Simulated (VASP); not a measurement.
Set up this calculation in VASP 6.6.1, as the native input.

```yaml
Task: relaxation of the atoms
Functional: optB88-vdW
Potentials_or_basis: VASP PAW PBE potentials, release 64 (Pt, Se)
Cutoff: 520 eV
k_mesh: 10 × 10 × 8
Occupations: gaussian, width 0.05 eV
Spin: no spin polarisation
Further_INCAR_settings: ALGO = Normal; EDIFF = 1e-06; IBRION = 2; EDIFFG = -0.01; NSW = 60
```

The structure of PtSe2 lies in POSCAR:

```
PtSe2
1.0
    3.7240000000      0.0000000000      0.0000000000
   -1.8620000000      3.2250786000      0.0000000000
    0.0000000000      0.0000000000      4.8089000000
Pt Se
1 2
Direct
    0.0000000000      0.0000000000      0.0000000000
    0.3333333300      0.6666666700      0.2631578900
    0.6666666700      0.3333333300      0.7368421100
```

The input as run:

INCAR

```
  PREC = Accurate
  ENCUT = 520
  EDIFF = 1E-6
  ISMEAR = 0
  SIGMA = 0.05
  LREAL = F
  LASPH = T
  NELM = 80
  ALGO = Normal
  ISIF = 2
  LWAVE = F
  LCHARG = F
  GGA = BO
  LUSE_VDW = T
  AGGAC = 0.0
  PARAM1 = 0.1833333333
  PARAM2 = 0.22
  IBRION = 2
  NSW = 60
  EDIFFG = -0.01
  KPAR = 2
```

KPOINTS

```
Automatic mesh
0
Gamma
  10 10 8
```

Potentials or basis: VASP PAW PBE potentials, release 64 (Pt, Se).

Launch:

```sh
$ cat potpaw_PBE.64/Pt/POTCAR potpaw_PBE.64/Se/POTCAR > POTCAR
$ mpirun -np 2 vasp_std > vasp.out
```

Results of the run:

| Quantity | Value |
| --- | --- |
| Energy gained by relaxing | 11.6 meV/atom |
| Ionic steps | 3 |
| Pressure after relaxing | 7.6 GPa |
| Largest force after relaxing | 0.007 eV/Å |
| Band gap on the k mesh | none (metal or under the smearing width) |

Caveat: the PAW data sets were made with another functional, which shifts forces and pressure a little.

Run time: 2.5 min on 2 MPI ranks on Intel(R) Xeon(R) Platinum 8259CL CPU @ 2.50GHz (Skylake/Cascade Lake) (shared host), peak memory 0.42 GiB a rank.
